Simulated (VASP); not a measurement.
# Mo (Im-3m) in VASP: relaxation of cell and atoms with PBE

Aim: the relaxation of cell and atoms of Mo with PBE.

All numbers are computed with VASP 6.6.1; they aren't measurements. Logs are shortened: lines on timing, memory, paths and dates and some standing lists are left out, and cuts for length are marked.

**1. Starting point**

The structure is cubic, space group Im-3m (No. 229). The conventional cell has a = 3.160 Å, b = 3.160 Å, c = 3.160 Å, α = 90.00°, β = 90.00°, γ = 90.00°. Mo (site symmetry m-3m) is surrounded by 8 Mo at 2.74 Å.

The cell was built by a generator and needn't be a form met in nature.

**2. Relaxation of cell and atoms, PBE**

The input, INCAR:

```
ALGO = Normal
EDIFF = 1E-6
EDIFFG = -0.01
ENCUT = 600
GGA = PE
IBRION = 2
ISIF = 3
ISMEAR = 1
KPAR = 4
LASPH = True
LCHARG = False
LREAL = False
LWAVE = False
NELM = 60
NSW = 60
PREC = Accurate
SIGMA = 0.2
```

The input, KPOINTS:

```
k-points
0
Gamma
  16 16 16
```

The input, POSCAR:

```
Mo
1.0
   -1.5800000000      1.5800000000      1.5800000000
    1.5800000000     -1.5800000000      1.5800000000
    1.5800000000      1.5800000000     -1.5800000000
Mo
1
Direct
    0.0000000000      0.0000000000      0.0000000000
```

Potentials or basis: VASP PAW PBE potentials, release 64 (Mo_sv).

Started as:

```
$ cat potpaw_PBE.64/Mo_sv/POTCAR > POTCAR
$ mpirun -np 4 vasp_std > vasp.out
```

OUTCAR:

```text
EDIFF = 1E-6
   EDIFFG = -0.01
   ENCUT = 600
   GGA = PE
   IBRION = 2
   ISIF = 3
   ISMEAR = 1
   LASPH = True
   LREAL = False
   NELM = 60
   NSW = 60
   PREC = Accurate

 ion  position               nearest neighbor table
   1  0.000  0.000  0.000-

  LATTYP: Found a body centered cubic cell.
 ALAT       =     3.1600000000

  Lattice vectors:

 A1 = (  -1.5800000000,   1.5800000000,   1.5800000000)
 A2 = (   1.5800000000,  -1.5800000000,   1.5800000000)
 A3 = (   1.5800000000,   1.5800000000,  -1.5800000000)

Analysis of symmetry for initial positions (statically):
=====================================================================
 Subroutine PRICEL returns:
 Original cell was already a primitive cell.

 Routine SETGRP: Setting up the symmetry group for a
 body centered cubic supercell.

 Subroutine GETGRP returns: Found 48 space group operations
 (whereof 48 operations were pure point group operations)
 out of a pool of 48 trial point group operations.

The static configuration has the point symmetry O_h .

Analysis of symmetry for dynamics (positions and initial velocities):
=====================================================================
 Subroutine PRICEL returns:
 Original cell was already a primitive cell.

 Routine SETGRP: Setting up the symmetry group for a
 body centered cubic supercell.

 Subroutine GETGRP returns: Found 48 space group operations
 (whereof 48 operations were pure point group operations)
 out of a pool of 48 trial point group operations.

The dynamic configuration has the point symmetry O_h .

 Subroutine INISYM returns: Found 48 space group operations
 (whereof 48 operations are pure point group operations),
 and found     1 'primitive' translations

----------------------------------------------------------------------------------------

                                     Primitive cell

  volume of cell :      15.7772

  direct lattice vectors                    reciprocal lattice vectors
    -1.580000000  1.580000000  1.580000000     0.000000000  0.316455696  0.316455696
     1.580000000 -1.580000000  1.580000000     0.316455696  0.000000000  0.316455696
     1.580000000  1.580000000 -1.580000000     0.316455696  0.316455696  0.000000000

  length of vectors
     2.736640276  2.736640276  2.736640276     0.447535937  0.447535937  0.447535937

  position of ions in fractional coordinates (direct lattice)
     0.000000000  0.000000000  0.000000000

  ion indices of the primitive-cell ions
   primitive index   ion index
                 1           1

----------------------------------------------------------------------------------------

 KPOINTS: k-points

Automatic generation of k-mesh.
 Grid dimensions read from file:
 generate k-points for:   16   16   16

 Generating k-lattice:

  Cartesian coordinates                     Fractional coordinates (reciprocal lattice)
     0.000000000  0.019778481  0.019778481     0.062500000  0.000000000  0.000000000
     0.019778481  0.000000000  0.019778481     0.000000000  0.062500000  0.000000000
     0.019778481  0.019778481  0.000000000     0.000000000  0.000000000  0.062500000

  Length of vectors
     0.027970996  0.027970996  0.027970996

  Shift w.r.t. Gamma in fractional coordinates (k-lattice)
     0.000000000  0.000000000  0.000000000

 Subroutine IBZKPT returns following result:
 ===========================================

 Found    145 irreducible k-points:

 Following reciprocal coordinates:
            Coordinates               Weight
  0.000000  0.000000  0.000000      1.000000
  0.062500  0.000000  0.000000     12.000000
  0.125000  0.000000  0.000000     12.000000
  0.187500  0.000000  0.000000     12.000000
  0.250000  0.000000  0.000000     12.000000
  0.312500  0.000000  0.000000     12.000000
[... 16 lines left out ...]
  0.187500  0.187500  0.000000     24.000000
  0.250000  0.187500 -0.000000     48.000000
 [... further k-points ...]
   k-points           NKPTS =    145   k-points in BZ     NKDIM =    145   number of bands    NBANDS=     11
   number of dos      NEDOS =    301   number of ions     NIONS =      1
   total plane-waves  NPLWV =  13824
   dimension x,y,z NGX =    24 NGY =   24 NGZ =   24
   dimension x,y,z NGXF=    48 NGYF=   48 NGZF=   48
   ions per type =               1
   NGX,Y,Z   is equivalent  to a cutoff of  14.58, 14.58, 14.58 a.u.
   NGXF,Y,Z  is equivalent  to a cutoff of  29.16, 29.16, 29.16 a.u.
 SYSTEM =  unknown system
   PREC   = accura    normal or accurate (medium, high low for compatibility)
   ISTART =      0    job   : 0-new  1-cont  2-samecut
   ICHARG =      2    charge: 1-file 2-atom 10-const
   ISPIN  =      1    spin polarized calculation?
   LNONCOLLINEAR =      F non collinear calculations
   LSORBIT =      F    spin-orbit coupling
   LASPH  =      T    aspherical Exc in radial PAW
   ENCUT  =  600.0 eV  44.10 Ry    6.64 a.u.   5.47  5.47  5.47*2*pi/ulx,y,z
   NELM   =     60;   NELMIN=  2; NELMDL= -5     # of ELM steps
   EDIFF  = 0.1E-05   stopping-criterion for ELM
   LREAL  =      F    real-space projection
   EDIFFG = -.1E-01   stopping-criterion for IOM
   NSW    =     60    number of steps for IOM
   IBRION =      2    ionic relax: 0-MD 1-quasi-New 2-CG
   NFREE  =      1    steps in history (QN), initial steepest desc. (CG)
   ISIF   =      3    stress and relaxation
   ISYM   =      2    0-nonsym 1-usesym 2-fastsym
   POTIM  = 0.5000    time-step for ionic-motion
   TEBEG  =    0.0;   TEEND  =   0.0 temperature during run
   PSTRESS=    0.0 pullay stress
   NELECT =      14.0000    total number of electrons
   NUPDOWN=      -1.0000    fix difference up-down
   EMIN   =  10.00;   EMAX   =-10.00  energy-range for DOS
   EFERMI =   0.00;   METHOD = LEGACY
   ISMEAR =     1;   SIGMA  =   0.20  broadening in eV -4-tet -1-fermi 0-gaus
   EFERMI_NEDOS =   21; number of points for ismear=-14 and -15
   IALGO  =     38    algorithm
   IMIX   =      4    mixing-type and parameters
     AMIX     =   0.40;   BMIX     =  1.00
     AMIX_MAG =   1.60;   BMIX_MAG =  1.00
  volume/ion in A,a.u.               =      15.78       106.47
  Fermi-wavevector in a.u.,A,eV,Ry     =   1.573163  2.972847 33.672273  2.474842
  Thomas-Fermi vector in A             =   2.674489
   LORBIT       =      0    0 simple, 1 ext, 2 COOP (PROOUT), +10 PAW based schemes
   GGA     = PE    functional components
   LHFCALC =     F    Hartree Fock is set to
   AEXX    =    0.0000 exact exchange contribution
   IVDW    =     0    specifies the selected vdW correction
   LEPSILON=     F    determine dielectric tensor
   LRPA    =     F    only Hartree local field effects (RPA)
 conjugate gradient relaxation of ions
 non-spin polarized calculation
 Methfessel and Paxton  Order N= 1 SIGMA  =   0.20
  energy-cutoff  :      600.00
  volume of cell :       15.78
 maximum number of plane-waves:       543
 NGX is ok and might be reduce to    24
   NGX = 11   NGY = 11   NGZ = 11

--------------------------------------- Ionic step        1  -------------------------------------------

 number of electron      14.0000002 magnetization

 Free energy of the ion-electron system (eV)
  ---------------------------------------------------
  ext. energy  EPLUGINS =         0.00000000
  ---------------------------------------------------
  free energy    TOTEN  =       -10.93958742 eV

  energy without entropy =      -10.94078308  energy(sigma->0) =      -10.93998597

------------------------ aborting loop because EDIFF is reached ----------------------------------------

  FORCE on cell =-STRESS in cart. coord.  units (eV):
  Direction    XX          YY          ZZ          XY          YZ          ZX
  --------------------------------------------------------------------------------------
  -------------------------------------------------------------------------------------
  Total        0.0428146      0.0428146      0.0428146      0.0000000      0.0000000     -0.0000000
  in kB        4.3478137      4.3478137      4.3478137      0.0000000      0.0000000     -0.0000000
  external PRESSURE =       4.3478137 kB  Pullay stress =       0.0000000 kB

 VOLUME and BASIS-vectors are now :
 -----------------------------------------------------------------------------
  energy-cutoff  :      600.00
  volume of cell :       15.78
      direct lattice vectors                 reciprocal lattice vectors
    -1.580000000  1.580000000  1.580000000     0.000000000  0.316455696  0.316455696
     1.580000000 -1.580000000  1.580000000     0.316455696  0.000000000  0.316455696
     1.580000000  1.580000000 -1.580000000     0.316455696  0.316455696  0.000000000
[... 36 lines left out ...]
 POSITION                                       TOTAL-FORCE (eV/Angst)
 -----------------------------------------------------------------------------------
      1.58326      1.58326     -1.58326        -0.000000      0.000000      0.000000
 -----------------------------------------------------------------------------------
    total drift:                                0.000000      0.000000     -0.000000

  FREE ENERGIE OF THE ION-ELECTRON SYSTEM (eV)
  ---------------------------------------------------
  free  energy   TOTEN  =       -10.9393541526 eV

  energy  without entropy=      -10.9404957187  energy(sigma->0) =      -10.93973467

--------------------------------------- Ionic step        3  -------------------------------------------

 number of electron      14.0000002 magnetization

 Free energy of the ion-electron system (eV)
  ---------------------------------------------------
  ext. energy  EPLUGINS =         0.00000000
  ---------------------------------------------------
  free energy    TOTEN  =       -10.93962122 eV

  energy without entropy =      -10.94080351  energy(sigma->0) =      -10.94001532

 E-fermi :  12.4164     XC(G=0): -13.3281

 val. band max:       12.4078396903   @ k =  -0.1875   0.1875   0.0625
 cond. band min:      12.4673518052   @ k =   0.1875   0.0000   0.0000
 fundamental gap:      0.0595121148
 Fermi energy:        12.4163601269

 k-point     1 :       0.0000    0.0000    0.0000
  band No.  band energies     occupation
      1     -48.8543      2.00000
      2     -22.1462      2.00000
      3     -22.1462      2.00000
      4     -22.1462      2.00000
      5       5.2198      2.00000
      6      11.0795      2.00000
      7      11.0795      2.00000
      8      11.0795      2.00000
      9      14.0644     -0.00000
     10      14.0644     -0.00000
     11      27.2343      0.00000

 k-point     2 :       0.0625    0.0000    0.0000
  band No.  band energies     occupation
      1     -48.8449      2.00000
      2     -22.2013      2.00000
      3     -22.1633      2.00000
      4     -22.1466      2.00000
      5       5.3908      2.00000
      6      10.9834      2.00000
      7      11.0636      2.00000
      8      11.2393      2.00000
      9      13.9234     -0.00000
     10      14.0670     -0.00000
     11      27.3614      0.00000
[... 295 lines left out ...]
 k-point    24 :       0.2500    0.1875   -0.0000
  band No.  band energies     occupation
      1     -48.6307      2.00000
      2     -23.2074      2.00000
      3     -22.5855      2.00000
      4     -22.2632      2.00000
      5       8.2850      2.00000
      6       9.5466      2.00000
      7      10.6239      2.00000
      8      13.5018     -0.00000
      9      14.8059     -0.00000
     10      16.9796      0.00000
     11      25.5430      0.00000

 [... further k-points ...]

------------------------ aborting loop because EDIFF is reached ----------------------------------------

  FORCE on cell =-STRESS in cart. coord.  units (eV):
  Direction    XX          YY          ZZ          XY          YZ          ZX
  --------------------------------------------------------------------------------------
  -------------------------------------------------------------------------------------
  Total        0.0006968      0.0006968      0.0006968      0.0000000     -0.0000000      0.0000000
  in kB        0.0706460      0.0706460      0.0706460      0.0000000     -0.0000000      0.0000000
  external PRESSURE =       0.0706460 kB  Pullay stress =       0.0000000 kB

 VOLUME and BASIS-vectors are now :
 -----------------------------------------------------------------------------
  energy-cutoff  :      600.00
  volume of cell :       15.80
      direct lattice vectors                 reciprocal lattice vectors
    -1.580846591  1.580846591  1.580846591     0.000000000  0.316286225  0.316286225
     1.580846591 -1.580846591  1.580846591     0.316286225  0.000000000  0.316286225
     1.580846591  1.580846591 -1.580846591     0.316286225  0.316286225  0.000000000

 POSITION                                       TOTAL-FORCE (eV/Angst)
 -----------------------------------------------------------------------------------
      0.00000     -0.00000      0.00000         0.000000     -0.000000      0.000000
 -----------------------------------------------------------------------------------
    total drift:                                0.000000      0.000000     -0.000000

  FREE ENERGIE OF THE ION-ELECTRON SYSTEM (eV)
  ---------------------------------------------------
  free  energy   TOTEN  =       -10.9396212223 eV

  energy  without entropy=      -10.9408035070  energy(sigma->0) =      -10.94001532

 reached required accuracy - stopping structural energy minimisation
```

It took 16 s on 4 MPI ranks of Intel Xeon Platinum 8488C (Sapphire Rapids), shared host; peak memory 0.16 GiB.

What came out:

| Item | Value |
| --- | --- |
| Free energy | -10.9396 eV |
| Relaxed volume | 15.80 Å³/atom |
| Relaxed cell | a = 2.738 Å, b = 2.738 Å, c = 2.738 Å, α = 109.47°, β = 109.47°, γ = 109.47° |
| Space group after relaxing (to 0.05 Å) | Im-3m (No. 229) |
| Energy gained by relaxing | 0.0 meV/atom |
| Ionic steps | 3 |
| Pressure after relaxing | 0.0 GPa |
| Band gap on the k mesh | none (metal or under the smearing width) |

Final structure:
```
CELL_PARAMETERS angstrom
-1.58085 1.58085 1.58085
1.58085 -1.58085 1.58085
1.58085 1.58085 -1.58085
ATOMIC_POSITIONS crystal
Mo 0.00000 0.00000 0.00000
```
